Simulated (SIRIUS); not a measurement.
Runs of SIRIUS 7.12.0 on Co. It takes space group P6_3/mmc (No. 194, hexagonal). The conventional cell has a = 2.472 Å, b = 2.472 Å, c = 4.021 Å, α = 90.00°, β = 90.00°, γ = 120.00°. Co (site symmetry -6m2) has 12 Co at 2.47 Å as nearest neighbours. 

| task | level | potentials or basis | k mesh | energy tol | density tol | mixer | mixing beta | max scf | mesh quality | gap on the mesh (eV) | pressure (GPa) | moment (μB) |
| --- | --- | --- | --- | --- | --- | --- | --- | --- | --- | --- | --- | --- |
| single point | PBE | SG15 1.2 PBE (norm-conserving) | 6 × 6 × 4 | 1e-08 Ha | 1e-06 | anderson | 0.5 | 100 | coarse | none | (b) | 3.23 |
| single point | PBE | PseudoDojo 0.5 PBE standard (scalar relativistic) | 6 × 6 × 4 | 1e-08 Ha | 1e-06 | anderson | 0.5 | 100 | coarse | none | 4.6 | 3.24 |
| single point | PBEsol | PseudoDojo 0.4.1 PBE standard (scalar relativistic) | 5 × 5 × 3 | 1e-08 Ha | 1e-06 | anderson | 0.5 | 100 | coarse | none | (c) | 3.48 |
| single point | BLYP | PseudoDojo 0.4.1 PBE standard (scalar relativistic) | 5 × 5 × 3 | 1e-08 Ha | 1e-06 | anderson | 0.5 | 100 | coarse | none | (a) | 3.46 |

Alike in all rows: spin collinear, ferromagnetic start; cell as given; cutoff (eV) 1307; smearing fermi-dirac 0.05 eV.

Problem. Fill in the values left out.

Solution. (a) 15.5; (b) 5.7; (c) -4.0.

Caveats: all runs use coarse meshes; the potentials were made for another functional, which shifts forces and pressure (some runs).

A k mesh can miss the band edges.

A gap of «none» marks a metal or a gap under the smearing width.

Not every run made on this cell is shown here.
